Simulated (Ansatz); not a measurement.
# WC: the cost of one run

Program: Ansatz 0.2.0. Level of theory: DFT PBEsol, plane waves, PAW, scalar-relativistic, no spin polarisation. These are calculated values, not measurements.

The COD cell was measured well above room temperature, so it is larger than a cold one.

### Step 1. The starting structure

The cell holds 16 atoms (C8W8): a = 5.800 Å, b = 5.800 Å, c = 15.256 Å, α = 90.00°, β = 90.00°, γ = 120.00°.

Coordinates:

```xyz
16
Lattice="5.7997 0.0000 0.0000 -2.8998 5.0227 0.0000 0.0000 0.0000 15.2563" Properties=species:S:1:pos:R:3 pbc="T T T"
W     0.0000    0.0000    1.0000
C     1.4499    0.8371    2.4188
W     0.0000    0.0000    3.8375
C     1.4499    0.8371    5.2563
W    -1.4499    2.5113    1.0000
C     0.0000    3.3484    2.4188
W    -1.4499    2.5113    3.8375
C     0.0000    3.3484    5.2563
W     2.8998    0.0000    1.0000
C     4.3498    0.8371    2.4188
W     2.8998    0.0000    3.8375
C     4.3498    0.8371    5.2563
W     1.4499    2.5113    1.0000
C     2.8998    3.3484    2.4188
W     1.4499    2.5113    3.8375
C     2.8998    3.3484    5.2563
```

### Step 2. Preparing the start

input.yaml

```yaml
accuracy: low
crystal:
  lattice:
    - [5.79968, 0.0, 0.0]
    - [-2.89984, 5.02267, 0.0]
    - [0.0, 0.0, 15.256295]
  atoms:
    - { symbol: W, position: [0.0, 0.0, 0.0655467] }
    - { symbol: C, position: [0.3333333, 0.1666667, 0.1585421] }
    - { symbol: W, position: [0.0, 0.0, 0.2515375] }
    - { symbol: C, position: [0.3333333, 0.1666667, 0.3445329] }
    - { symbol: W, position: [0.0, 0.5, 0.0655467] }
    - { symbol: C, position: [0.3333333, 0.6666667, 0.1585421] }
    - { symbol: W, position: [0.0, 0.5, 0.2515375] }
    - { symbol: C, position: [0.3333333, 0.6666667, 0.3445329] }
    - { symbol: W, position: [0.5, 0.0, 0.0655467] }
    - { symbol: C, position: [0.8333333, 0.1666667, 0.1585421] }
    - { symbol: W, position: [0.5, 0.0, 0.2515375] }
    - { symbol: C, position: [0.8333333, 0.1666667, 0.3445329] }
    - { symbol: W, position: [0.5, 0.5, 0.0655467] }
    - { symbol: C, position: [0.8333333, 0.6666667, 0.1585421] }
    - { symbol: W, position: [0.5, 0.5, 0.2515375] }
    - { symbol: C, position: [0.8333333, 0.6666667, 0.3445329] }
basis:
  ecutwfc: 420.0
kpoints:
  mp_grid: { grid: [2, 2, 1] }
hamiltonian:
  xc: pbesol
  pseudopotentials: { kind: paw, azcp: { folder: soft_1 } }
scf:
  occupations: { method: fermi_dirac, width: 0.05 }
  lower_state_search: "off"
relax:
  f_tol: 0.08
  max_steps: 25
  adjacent_minimum: "off"
  constraints: [{ sites: [0, 4, 8, 12] }]
```

Started as:

```bash
ansatz run input.yaml --threads 1 --pin off --max-ram 3072MiB --backend cpu --events-out ev --progress --plain --runs-dir out
```

**Question.** How long does this run take on 1 thread of Intel Xeon 6975P-C (Granite Rapids), shared host, and how much memory does it need?

About 14 s, with a peak of 0.63 GiB.
